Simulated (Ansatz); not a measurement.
Reaction (ligand exchange at a B–S bond): `SBCl` + `CC(=O)O` → `CC(=O)OBCl` + H₂S

Computed with Ansatz on PBE0-D4/def2-TZVP structures; ΔE is electronic, products minus reactants. CBS: MP2 limit from def2 TZ/QZ plus the TZ coupled-cluster correction, frozen cores. This one scheme is used for every species. DFT in def2-TZVPP. Each species was taken in one conformer, which may not be the lowest.

`SBCl`:

Z-matrix (Å, degrees):
```
B
S 1 1.779
Cl 1 1.745 2 118.6
H 1 1.189 2 122.1 3 180.0
H 2 1.343 1 96.0 3 -180.0
```

`CC(=O)O`:

Z-matrix (Å, degrees):
```
C
C 1 1.495
H 1 1.092 2 109.8
H 1 1.092 2 109.8 3 117.7
H 1 1.087 2 109.6 3 -121.2
O 2 1.200 1 126.0 3 121.1
O 2 1.346 1 111.6 3 -58.9
H 7 0.968 2 106.4 1 180.0
```

`CC(=O)OBCl`:

Z-matrix (Å, degrees):
```
C
C 1 1.491
H 1 1.092 2 109.3
H 1 1.087 2 109.9 3 -121.3
H 1 1.092 2 109.7 3 117.1
O 2 1.190 1 126.8 3 120.3
O 2 1.380 1 110.6 3 -57.9
B 7 1.361 2 122.1 1 -158.6
Cl 8 1.745 7 116.7 2 -172.6
H 8 1.186 7 123.0 2 9.5
```

H₂S:

Cartesian coordinates in Å:
```
S -0.249 -0.199 0.531
H -0.283 -0.642 -0.735
H 0.532 0.841 0.204
```

CCSD(T)/CBS gives -21.1 kJ/mol.

Another level gave -15.5 kJ/mol. Which?
A. r2SCANh-D4/def2-TZVPP
B. CCSD/def2-TZVPP
C. PBE0/def2-TZVPP
D. B2PLYP/def2-TZVPP

A. r2SCANh-D4 -15.5, PBE0 -10.8, B2PLYP -21.4, CCSD/def2-TZVPP -25.9 kJ/mol.

Largest T1 diagnostic among the species: 0.015.

In def2-TZVPP, CCSD(T) changes the Hartree–Fock value by +12.5 kJ/mol (the triples alone add +2.6 kJ/mol) and MP2 by +17.4 kJ/mol. From BLYP to BHLYP (50 % exact exchange), in def2-TZVPP and without D4, ΔE moves by −8.6 kJ/mol.

CCSD(T)/CBS has its own doubt, a few kJ/mol and more with outer-core shells, so smaller differences from it don't rank the levels.
